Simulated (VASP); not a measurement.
## BaS in VASP 6.6.1, single-point calculation

INCAR

```
IBRION = -1
LCHARG = .FALSE.
NBANDS = 32
NELM = 120
NSW = 0
PREC = Accurate
ISMEAR = -1
SIGMA = 0.02
GGA = PE
LASPH = .TRUE.
LREAL = .FALSE.
EDIFF = 1E-7
ENCUT = 520
ISIF = 2
LWAVE = .FALSE.
```

KPOINTS

```
KPOINTS created by Atomic Simulation Environment
0
Gamma
6 6 6
0 0 0
```

POSCAR

```
Ba S
 1.0000000000000000
     3.8337582615999999    0.0000000000000000    0.0000000000000000
     0.0000000000000000    3.8337582615999999    0.0000000000000000
     0.0000000000000000    0.0000000000000000    3.8506267980000000
 Ba  S
   1   1
Cartesian
  0.0000000000000000  0.0000000000000000  0.0000000000000000
  1.9168791307999999  1.9168791307999999  1.9253133990000000
```

The recommended PBE PAW datasets give the neutral cell 16 valence electrons.

Command

```
mpirun -np 1 vasp_std
```

OSZICAR

```
N       E                     dE             d eps       ncg     rms          rms(c)
DAV:   1     0.720474882669E+02    0.72047E+02   -0.61340E+03  2560   0.440E+02
DAV:   2    -0.690909174534E+01   -0.78957E+02   -0.73270E+02  3304   0.115E+02
DAV:   3    -0.101452222323E+02   -0.32361E+01   -0.31928E+01  3312   0.193E+01
DAV:   4    -0.101812122496E+02   -0.35990E-01   -0.35981E-01  3072   0.207E+00
DAV:   5    -0.101814825445E+02   -0.27029E-03   -0.27029E-03  3280   0.170E-01    0.481E+00
DAV:   6    -0.976231196978E+01    0.41917E+00   -0.72788E-02  3160   0.225E+00    0.356E+00
DAV:   7    -0.974492576758E+01    0.17386E-01   -0.82798E-02  3408   0.117E+00    0.179E+00
DAV:   8    -0.974807450938E+01   -0.31487E-02   -0.13595E-02  2992   0.501E-01    0.168E-01
DAV:   9    -0.974846673298E+01   -0.39222E-03   -0.72919E-04  3248   0.154E-01    0.150E-01
DAV:  10    -0.974872987392E+01   -0.26314E-03   -0.22623E-04  2936   0.610E-02    0.450E-02
DAV:  11    -0.974881861669E+01   -0.88743E-04   -0.11981E-04  3160   0.461E-02    0.229E-02
DAV:  12    -0.974881813215E+01    0.48454E-06   -0.49395E-06  3272   0.112E-02    0.148E-02
DAV:  13    -0.974881809217E+01    0.39978E-07   -0.18292E-07  3520   0.247E-03
   1 F= -.97488181E+01 E0= -.97488181E+01  d E =-.464604E-11
```

From OUTCAR

```
k-points           NKPTS =     40   k-points in BZ     NKDIM =     40   number of bands    NBANDS=     32

   NELECT =      16.0000    total number of electrons

   dimension x,y,z NGX =    30 NGY =   30 NGZ =   30
   dimension x,y,z NGXF=    60 NGYF=   60 NGZF=   60

  energy-cutoff  :      520.00
  volume of cell :       56.60
      direct lattice vectors                 reciprocal lattice vectors
     3.833758262  0.000000000  0.000000000     0.260840651  0.000000000  0.000000000
     0.000000000  3.833758262  0.000000000     0.000000000  0.260840651  0.000000000
     0.000000000  0.000000000  3.850626798     0.000000000  0.000000000  0.259697980

 k-points in reciprocal lattice and weights: KPOINTS created by Atomic Simulation Env
   0.00000000  0.00000000  0.00000000       0.005
   0.16666667  0.00000000  0.00000000       0.019
   0.33333333  0.00000000  0.00000000       0.019
   0.50000000  0.00000000  0.00000000       0.009
   0.16666667  0.16666667  0.00000000       0.019
   0.33333333  0.16666667  0.00000000       0.037
   0.50000000  0.16666667  0.00000000       0.019
   0.33333333  0.33333333  0.00000000       0.019
   ...

 E-fermi :   3.4446

 k-point     1 :       0.0000    0.0000    0.0000
  band No.  band energies     occupation
      1     -24.1517      2.00000
      2      -8.9596      2.00000
      3      -8.9493      2.00000
      4      -8.9493      2.00000
      5      -8.0548      2.00000
      6       2.8728      2.00000
      7       2.9042      2.00000
      8       2.9042      2.00000
      9       4.4471      0.00000
     10       4.4497      0.00000
     11       6.8231      0.00000
     12       9.5236      0.00000
     13       9.5236      0.00000
     14       9.5633      0.00000
     15      13.8727      0.00000
     16      13.9309      0.00000
     17      16.8453      0.00000
     18      16.9001      0.00000
     19      16.9001      0.00000
     20      18.2972      0.00000
     21      18.3256      0.00000
     22      18.3256      0.00000
     23      18.4955      0.00000
     24      18.4981      0.00000
     25      18.4981      0.00000
     26      23.8220      0.00000
     27      24.8099      0.00000
     28      28.2111      0.00000
     29      28.3659      0.00000
     30      30.5156      0.00000
     31      30.7987      0.00000
     32      30.9276      0.00000

 ...

  Total        0.4092426      0.4092426      0.2371022      0.0000000      0.0000000     -0.0000000
  in kB       11.5853880     11.5853880      6.7122065      0.0000000      0.0000000     -0.0000000
  external PRESSURE =       9.9609942 kB  Pullay stress =       0.0000000 kB

 POSITION                                       TOTAL-FORCE (eV/Angst)
 -----------------------------------------------------------------------------------
      0.00000      0.00000      0.00000         0.000000      0.000000      0.000000
      1.91688      1.91688      1.92531         0.000000      0.000000      0.000000
 -----------------------------------------------------------------------------------
    total drift:                                0.000000     -0.000000     -0.000000

  FREE ENERGIE OF THE ION-ELECTRON SYSTEM (eV)
  ---------------------------------------------------
  free  energy   TOTEN  =        -9.7488180922 eV

  energy  without entropy=       -9.7488180922  energy(sigma->0) =       -9.74881809
```

It converged. Results: gap between bands v and c on the k mesh 1.43 eV; least direct gap on the k mesh 1.54 eV; pressure 1.0 GPa. Band v is the last that the valence electrons fill when counted band by band, and c is the next.

For comparison, a separate PBE run of the intended cell, on usual settings and not on those above, gives a gap of 1.43 eV on its mesh and a pressure of 1.0 GPa.

The run above took about 23 s on one core of a shared host (Intel Xeon 6975P-C) and held 0.2 GiB at most.
